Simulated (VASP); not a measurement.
# Si in VASP: how settings move the LDA single point

Aim: see what changed inputs do to the LDA single point of Si built on the diamond prototype.

Code: VASP 6.6.1. PAW datasets, plane waves. No spin polarisation (in the reference) and no zero-point or thermal motion.

## Step 1: Starting point

The cell comes from an earlier relaxation with r2SCAN in another program. Some of the altered inputs switch spin polarisation on.

It is cubic, Fd-3m (No. 227); conventional cell a = 5.444 Å, 20.17 Å³ an atom. Around Si lie 4 Si at 2.36 Å.

The structure in full:

```xyz
2
Lattice="0.0000 2.7221 2.7221 2.7221 0.0000 2.7221 2.7221 2.7221 0.0000" Properties=species:S:1:pos:R:3 pbc="T T T"
Si    0.0000    0.0000    0.0000
Si    1.3611    1.3611    1.3611
```

## Step 2: The reference run

Input file INCAR:

```
ENCUT = 520.000000
SIGMA = 0.010000
EDIFF = 1.00e-07
GGA = CA
PREC = Accurate
IBRION = -1
ISIF = 2
ISMEAR = 0
NBANDS = 11
NELM = 120
NSW = 0
LASPH = .TRUE.
LCHARG = .FALSE.
LWAVE = .FALSE.
LREAL = .FALSE.
```

Input file KPOINTS:

```
KPOINTS created by Atomic Simulation Environment
0
Gamma
8 8 8
0 0 0
```

Input file POSCAR:

```
Si
 1.0000000000000000
     0.0000000000000000    2.7221188960354810    2.7221188960354810
     2.7221188960354810   -0.0000000000000000    2.7221188960354810
     2.7221188960354810    2.7221188960354810   -0.0000000000000000
 Si
   2
Cartesian
 -0.0000000000000000  0.0000000000000000 -0.0000000000000000
  1.3610594480177407  1.3610594480177407  1.3610594480177407
```

A file KPOINTS_OPT adds named points for the levels; it doesn't enter the self-consistent loop.

Potentials: the recommended LDA PAW datasets, 8 valence electrons.

Run with:

```
mpirun -np 1 vasp_std
```

The closing lines of the self-consistent loop in OSZICAR:

```text
DAV:  10    -0.119095551334E+02   -0.52582E-05   -0.15014E-05   747   0.227E-02    0.242E-02
DAV:  11    -0.119095549429E+02    0.19049E-06   -0.96304E-07   755   0.500E-03    0.187E-03
DAV:  12    -0.119095549453E+02   -0.23941E-08   -0.21653E-08   439   0.924E-04
   1 F= -.11909555E+02 E0= -.11909555E+02  d E =-.669315E-54
```

Run time: 5.7 s. Hardware: 1 MPI rank of Intel Xeon 6975P-C, shared host; peak memory 0.14 GiB.

Values of the reference: energy (σ→0) -11.9096 eV, pressure -2.10 GPa, gap on the mesh 0.53 eV.

## Step 3: Try 1

INCAR: that of step 2 with these lines changed.

```diff
@@ -8,3 +8,2 @@
 ISMEAR = 0
-NBANDS = 11
 NELM = 120
@@ -15 +14,3 @@
 LREAL = .FALSE.
+ALGO = Fast
+NBANDS = 8
```

KPOINTS is that of step 2.

POSCAR is that of step 2.

Run with:

```
mpirun -np 1 vasp_std
```

Printed to the terminal (iteration lines stand in OSZICAR):

```text
POSCAR found type information on POSCAR Si
 POSCAR found :  1 types and       2 ions
 LDA part: xc-table for (Slater(with rela. corr.)+CA(PZ))
 , standard interpolation
 POSCAR, INCAR and KPOINTS ok, starting setup
 FFT: planning ... GRIDC
 FFT: planning ... GRID_SOFT
 FFT: planning ... GRID
 WAVECAR not read
 entering main loop
```

OSZICAR:

```text
N       E                     dE             d eps       ncg     rms          rms(c)
DAV:   1     0.629847304143E+01    0.62985E+01   -0.31756E+03   464   0.762E+02
DAV:   2    -0.119282994371E+02   -0.18227E+02   -0.17782E+02   720   0.851E+01
DAV:   3    -0.121656410545E+02   -0.23734E+00   -0.23734E+00   576   0.120E+01
DAV:   4    -0.121666091874E+02   -0.96813E-03   -0.96813E-03   776   0.853E-01
DAV:   5    -0.121666097981E+02   -0.61072E-06   -0.61072E-06   608   0.204E-02    0.496E+00
RMM:   6    -0.119900862355E+02    0.17652E+00   -0.67504E-02   467   0.155E+00    0.297E+00
RMM:   7    -0.119087221117E+02    0.81364E-01   -0.14559E-01   507   0.235E+00    0.225E-01
RMM:   8    -0.119093742180E+02   -0.65211E-03   -0.10096E-02   486   0.797E-01    0.898E-02
RMM:   9    -0.119094980671E+02   -0.12385E-03   -0.26189E-03   530   0.380E-01    0.873E-02
RMM:  10    -0.119095366439E+02   -0.38577E-04   -0.45185E-04   521   0.195E-01    0.430E-02
RMM:  11    -0.119095540525E+02   -0.17409E-04   -0.13535E-04   535   0.102E-01    0.108E-02
RMM:  12    -0.119095543044E+02   -0.25191E-06   -0.24076E-05   520   0.447E-02    0.159E-02
RMM:  13    -0.119095549504E+02   -0.64593E-06   -0.76247E-06   523   0.246E-02    0.437E-02
RMM:  14    -0.119095549699E+02   -0.19506E-07   -0.10280E-06   499   0.975E-03    0.144E-02
RMM:  15    -0.119095549634E+02    0.64506E-08   -0.27675E-07   347   0.494E-03
   1 F= -.11909555E+02 E0= -.11909555E+02  d E =-.907968E-22
```

From OUTCAR:

```text
k-points           NKPTS =     29   k-points in BZ     NKDIM =     29   number of bands    NBANDS=      8

   NELECT =       8.0000    total number of electrons

   dimension x,y,z NGX =    30 NGY =   30 NGZ =   30
   dimension x,y,z NGXF=    60 NGYF=   60 NGZF=   60

  energy-cutoff  :      520.00
  volume of cell :       40.34
      direct lattice vectors                 reciprocal lattice vectors
     0.000000000  2.722118896  2.722118896    -0.183680441  0.183680441  0.183680441
     2.722118896  0.000000000  2.722118896     0.183680441 -0.183680441  0.183680441
     2.722118896  2.722118896  0.000000000     0.183680441  0.183680441 -0.183680441

 k-points in reciprocal lattice and weights: KPOINTS created by Atomic Simulation Env
   0.00000000  0.00000000  0.00000000       0.002
   0.12500000  0.00000000  0.00000000       0.016
   0.25000000  0.00000000  0.00000000       0.016
   0.37500000  0.00000000  0.00000000       0.016
   0.50000000  0.00000000  0.00000000       0.008
   0.12500000  0.12500000  0.00000000       0.012
   0.25000000  0.12500000  0.00000000       0.047
   0.37500000  0.12500000  0.00000000       0.047
[... 21 more k-points ...]

 E-fermi :   5.7593

 k-point     1 :       0.0000    0.0000    0.0000
  band No.  band energies     occupation
      1      -6.2113      2.00000
      2       5.6957      2.00000
      3       5.6957      2.00000
      4       5.6957      2.00000
      5       8.2156      0.00000
      6       8.2156      0.00000
      7       8.2156      0.00000
      8       8.8194      0.00000

 k-point     2 :       0.1250    0.0000    0.0000
  band No.  band energies     occupation
      1      -6.0084      2.00000
      2       4.0854      2.00000
      3       5.4083      2.00000
      4       5.4083      2.00000
      5       8.0943      0.00000
      6       8.6366      0.00000
      7       8.6366      0.00000
      8      10.2117      0.00000

 k-point     3 :       0.2500    0.0000    0.0000
  band No.  band energies     occupation
      1      -5.4163      2.00000
      2       1.7661      2.00000
      3       4.9413      2.00000
      4       4.9413      2.00000
      5       7.5967      0.00000
      6       9.1512      0.00000
      7       9.1512      0.00000
      8      12.3993      0.00000

 k-point     4 :       0.3750    0.0000    0.0000
  band No.  band energies     occupation
      1      -4.5273      2.00000
      2      -0.2428      2.00000
      3       4.6176      2.00000
      4       4.6176      2.00000
      5       7.2266      0.00000
      6       9.0992      0.00000
      7       9.0992      0.00000
      8      13.3556      0.00000

 k-point     5 :       0.5000    0.0000    0.0000
  band No.  band energies     occupation
      1      -3.8915      2.00000
      2      -1.2606      2.00000
      3       4.5069      2.00000
      4       4.5069      2.00000
      5       7.0972      0.00000
      6       8.9894      0.00000
      7       8.9894      0.00000
      8      13.1980      0.00000

[... the tables of k-points 6 to 29 left out ...]

  Total       -0.5307276     -0.5307276     -0.5307276      0.0000000      0.0000000     -0.0000000
  in kB      -21.0780768    -21.0780768    -21.0780768      0.0000000      0.0000000     -0.0000000
  external PRESSURE =     -21.0780768 kB  Pullay stress =       0.0000000 kB

 POSITION                                       TOTAL-FORCE (eV/Angst)
 -----------------------------------------------------------------------------------
      0.00000      0.00000      0.00000         0.000000      0.000000      0.000000
      1.36106      1.36106      1.36106        -0.000000     -0.000000     -0.000000
 -----------------------------------------------------------------------------------
    total drift:                               -0.000000     -0.000000     -0.000000

  FREE ENERGIE OF THE ION-ELECTRON SYSTEM (eV)
  ---------------------------------------------------
  free  energy   TOTEN  =       -11.9095549634 eV

  energy  without entropy=      -11.9095549634  energy(sigma->0) =      -11.90955496
```

Run time: 5.2 s. Hardware: 1 MPI rank of Intel Xeon 6975P-C, shared host; peak memory 0.14 GiB.

Changed: ALGO = Fast, NBANDS = 8. VASP runs to the end. Against the reference the energy moves by less than 0.1 meV/atom.

## Step 4: Try 2

INCAR: that of step 2 with these lines changed.

```diff
@@ -15 +15,4 @@
 LREAL = .FALSE.
+NELECT = 8.1
+ALGO = Damped
+TIME = 0.2
```

KPOINTS is that of step 2.

POSCAR is that of step 2.

Run with:

```
mpirun -np 1 vasp_std
```

Standard output, without the iteration lines:

```text
POSCAR found type information on POSCAR Si
 POSCAR found :  1 types and       2 ions
 LDA part: xc-table for (Slater(with rela. corr.)+CA(PZ))
 , standard interpolation
 POSCAR, INCAR and KPOINTS ok, starting setup
 FFT: planning ... GRIDC
 FFT: planning ... GRID_SOFT
 FFT: planning ... GRID
 WAVECAR not read
 entering main loop
 final diagonalization occupied
```

OSZICAR:

```text
N       E                     dE             d eps       ncg     rms           ort
DAV:   1     0.193446759141E+02    0.19345E+02   -0.36687E+03   319   0.665E+02
DAV:   2    -0.679556925125E+01   -0.26140E+02   -0.24835E+02   319   0.110E+02
DAV:   3    -0.105003113492E+02   -0.37047E+01   -0.35334E+01   319   0.383E+01
DAV:   4    -0.112894726142E+02   -0.78916E+00   -0.77400E+00   319   0.175E+01
DAV:   5    -0.114751857401E+02   -0.18571E+00   -0.18236E+00   319   0.722E+00
SDA:   6    -0.111325631270E+02    0.34262E+00   -0.55802E-01   319   0.279E+00   0.000E+00
DMP:   7    -0.111817984262E+02   -0.49235E-01   -0.55068E-01   319   0.165E+00   0.213E+00
DMP:   8    -0.112265555653E+02   -0.44757E-01   -0.31808E-01   319   0.699E-01   0.172E+00
DMP:   9    -0.112508040655E+02   -0.24249E-01   -0.13966E-01   319   0.273E-01   0.819E-01
DMP:  10    -0.112611477285E+02   -0.10344E-01   -0.62161E-02   319   0.146E-01   0.317E-01
DMP:  11    -0.112659952566E+02   -0.48475E-02   -0.36662E-02   319   0.101E-01   0.158E-01
DMP:  12    -0.112690608770E+02   -0.30656E-02   -0.24534E-02   319   0.644E-02   0.112E-01
DMP:  13    -0.112711215909E+02   -0.20607E-02   -0.14755E-02   319   0.338E-02   0.770E-02
DMP:  14    -0.112723257158E+02   -0.12041E-02   -0.76007E-03   319   0.155E-02   0.434E-02
DMP:  15    -0.112729275325E+02   -0.60182E-03   -0.35744E-03   319   0.714E-03   0.207E-02
DMP:  16    -0.112732064123E+02   -0.27888E-03   -0.17136E-03   319   0.370E-03   0.937E-03
DMP:  17    -0.112733405522E+02   -0.13414E-03   -0.88111E-04   319   0.202E-03   0.459E-03
DMP:  18    -0.112734096026E+02   -0.69050E-04   -0.45631E-04   319   0.104E-03   0.240E-03
DMP:  19    -0.112734447750E+02   -0.35172E-04   -0.22119E-04   319   0.485E-04   0.120E-03
DMP:  20    -0.112734613697E+02   -0.16595E-04   -0.10140E-04   319   0.228E-04   0.536E-04
DMP:  21    -0.112734688603E+02   -0.74906E-05   -0.48811E-05   319   0.123E-04   0.234E-04
DMP:  22    -0.112734725219E+02   -0.36616E-05   -0.26845E-05   319   0.726E-05   0.119E-04
DMP:  23    -0.112734745924E+02   -0.20706E-05   -0.15679E-05   319   0.413E-05   0.714E-05
DMP:  24    -0.112734758037E+02   -0.12112E-05   -0.85843E-06   319   0.209E-05   0.424E-05
DMP:  25    -0.112734764527E+02   -0.64906E-06   -0.42075E-06   319   0.968E-06   0.219E-05
DMP:  26    -0.112734767619E+02   -0.30919E-06   -0.19512E-06   319   0.464E-06   0.985E-06
DMP:  27    -0.112734769031E+02   -0.14122E-06   -0.97217E-07   319   0.255E-06   0.445E-06
DMP:  28    -0.112734769755E+02   -0.72366E-07   -0.55331E-07   319   0.151E-06   0.241E-06
   1 F= -.11273477E+02 E0= -.11273347E+02  d E =-.260763E-03
```

From OUTCAR:

```text
k-points           NKPTS =     29   k-points in BZ     NKDIM =     29   number of bands    NBANDS=     11

   NELECT =       8.1000    total number of electrons

   dimension x,y,z NGX =    30 NGY =   30 NGZ =   30
   dimension x,y,z NGXF=    60 NGYF=   60 NGZF=   60

  energy-cutoff  :      520.00
  volume of cell :       40.34
      direct lattice vectors                 reciprocal lattice vectors
     0.000000000  2.722118896  2.722118896    -0.183680441  0.183680441  0.183680441
     2.722118896  0.000000000  2.722118896     0.183680441 -0.183680441  0.183680441
     2.722118896  2.722118896  0.000000000     0.183680441  0.183680441 -0.183680441

 k-points in reciprocal lattice and weights: KPOINTS created by Atomic Simulation Env
   0.00000000  0.00000000  0.00000000       0.002
   0.12500000  0.00000000  0.00000000       0.016
   0.25000000  0.00000000  0.00000000       0.016
   0.37500000  0.00000000  0.00000000       0.016
   0.50000000  0.00000000  0.00000000       0.008
   0.12500000  0.12500000  0.00000000       0.012
   0.25000000  0.12500000  0.00000000       0.047
   0.37500000  0.12500000  0.00000000       0.047
[... 21 more k-points ...]

 E-fermi :   6.4470

 k-point     1 :       0.0000    0.0000    0.0000
  band No.  band energies     occupation
      1      -6.2512      2.00000
      2       5.6613      2.00000
      3       5.6613      2.00000
      4       5.6613      2.00000
      5       8.1753      0.00000
      6       8.1753      0.00000
      7       8.1753      0.00000
      8       8.7847      0.00000
      9      13.2676      0.00000
     10      13.3775      0.00000
     11      13.3774      0.00000

 k-point     2 :       0.1250    0.0000    0.0000
  band No.  band energies     occupation
      1      -6.0482      2.00000
      2       4.0491      2.00000
      3       5.3733      2.00000
      4       5.3733      2.00000
      5       8.0533      0.00000
      6       8.5969      0.00000
      7       8.5969      0.00000
      8      10.1753      0.00000
      9      12.8718      0.00000
     10      12.8724      0.00000
     11      14.0738      0.00000

 k-point     3 :       0.2500    0.0000    0.0000
  band No.  band energies     occupation
      1      -5.4556      2.00000
      2       1.7277      2.00000
      3       4.9060      2.00000
      4       4.9060      2.00000
      5       7.5542      0.00000
      6       9.1106      0.00000
      7       9.1106      0.00000
      8      12.4568      0.00000
      9      12.8083      0.00000
     10      13.1691      0.00000
     11      15.9721      0.00000

 k-point     4 :       0.3750    0.0000    0.0000
  band No.  band energies     occupation
      1      -4.5655      2.00000
      2      -0.2832      2.00000
      3       4.5822      2.00000
      4       4.5822      2.00000
      5       7.1835      0.00000
      6       9.0560      0.00000
      7       9.0560      0.00000
      8      13.2909      0.00000
      9      14.1748      0.00000
     10      14.1748      0.00000
     11      15.0670      0.00000

[... the tables of k-points 5 to 29 left out ...]

  Total        0.3208247      0.3208247      0.3208247     -0.0000000      0.0000000     -0.0000000
  in kB       12.7416928     12.7416928     12.7416928     -0.0000000      0.0000000     -0.0000000
  external PRESSURE =      12.7416928 kB  Pullay stress =       0.0000000 kB

 POSITION                                       TOTAL-FORCE (eV/Angst)
 -----------------------------------------------------------------------------------
      0.00000      0.00000      0.00000         0.000000      0.000000      0.000000
      1.36106      1.36106      1.36106        -0.000000     -0.000000     -0.000000
 -----------------------------------------------------------------------------------
    total drift:                               -0.000000     -0.000000     -0.000000

  FREE ENERGIE OF THE ION-ELECTRON SYSTEM (eV)
  ---------------------------------------------------
  free  energy   TOTEN  =       -11.2734769755 eV

  energy  without entropy=      -11.2732162129  energy(sigma->0) =      -11.27334659
```

It took 8.4 s on 1 MPI rank of Intel Xeon 6975P-C, shared host; peak memory 0.14 GiB.

Changed: NELECT = 8.1, ALGO = Damped, TIME = 0.2. The run ends normally. Its total energy is on another scale than the reference's; the pressure goes from -2.1 to 1.3 GPa. The pressure of a charged cell depends on the background and is no physical response. The cell is charged, with a uniform background to balance it.

[end of part 1 of 2]
